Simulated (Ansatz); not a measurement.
Ca, bcc: how the functional moves the structure

All rows: Ansatz, plane waves with scalar-relativistic PAW, 420 eV (500 eV for the SCAN forms), relaxed under each functional, no dispersion correction, no zero-point motion. B₀ comes from uniform scaling at fixed shape; a dash is a value not given.

```
functional  V (Å³/atom)         cell  B₀ (GPa)     magnetic state  ΔE to fcc (meV/atom)
    r²SCAN        43.24  a = 4.422 Å        18  spin not included                    15
    PBEsol        40.50  a = 4.327 Å        17  spin not included                    16
       LDA        37.81  a = 4.229 Å        18  spin not included                    12
    revPBE        43.96  a = 4.447 Å        16  spin not included                    16
      RPBE        44.46  a = 4.463 Å        16  spin not included                    15
      BLYP        42.37  a = 4.392 Å        15  spin not included                    15
```

Q: What does PBE give?

A: V (Å³/atom): 42.14; cell: a = 4.384 Å; B₀ (GPa): 17; magnetic state: spin not included; ΔE to fcc (meV/atom): 16.
